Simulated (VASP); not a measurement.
Input of a VASP 6.6.1 run:

The input INCAR:

```
SYSTEM = ZnS
ALGO     = Fast           ! electronic algorithm
EDIFF    = 1E-6           ! SCF threshold, eV
EDIFFG   = -0.005         ! ionic threshold
ENCUT    = 600            ! plane-wave cutoff, eV
GGA      = PE             ! functional
IBRION   = 2              ! ionic algorithm
ISIF     = 3              ! what is computed and relaxed
ISMEAR   = -1             ! smearing method
IVDW     = 11             ! dispersion correction
LASPH    = .TRUE.         ! aspherical terms in the spheres
LCHARG   = .FALSE.        ! write CHGCAR
LREAL    = .FALSE.        ! projectors in reciprocal space
LWAVE    = .FALSE.        ! write WAVECAR
NELM     = 60             ! most SCF steps
NSW      = 40             ! ionic steps
PREC     = Accurate       ! precision mode
SIGMA    = 0.05           ! smearing width, eV
```

The input KPOINTS:

```
k-points
0
G
  9 9 9
  0 0 0
```

File POSCAR:

```
ZnS
1.0
    0.0000000000      2.7020000000      2.7020000000
    2.7020000000      0.0000000000      2.7020000000
    2.7020000000      2.7020000000      0.0000000000
Zn S
1 1
Direct
    0.7500000000      0.7500000000      0.7500000000
    0.0000000000      0.0000000000      0.0000000000
```

Potentials or basis: VASP PAW PBE potentials, release 64 (Zn, S).

Run with:

```console
$ cat potpaw_PBE.64/Zn/POTCAR potpaw_PBE.64/S/POTCAR > POTCAR
$ mpirun -np 1 vasp_std > vasp.out
```

Task: What does it give for the band gap on the k mesh?

Result: 2.16 eV, direct.

Task: Predict the dispersion energy per atom.

Result: -0.272 eV.

Step by step:
| step | energy change (eV) | largest force (eV/Å) | pressure (GPa) | volume (Å³) |
| --- | --- | --- | --- | --- |
| 1 | 0.0000 | 0.0000 | -0.60 | 39.45 |
| 2 | -0.0011 | 0.0000 | 0.10 | 39.03 |
| 3 | -0.0011 | 0.0000 | 0.06 | 39.06 |
| 4 | -0.0011 | 0.0000 | -0.13 | 39.09 |
| 5 | -0.0011 | 0.0000 | -0.15 | 39.07 |
| 6 | -0.0011 | 0.0000 | -0.12 | 39.04 |
| 7 | -0.0011 | 0.0000 | 0.17 | 38.96 |
| 8 | -0.0011 | 0.0000 | 0.03 | 39.01 |

As with any semilocal functional, this PBE gap is likely too small.
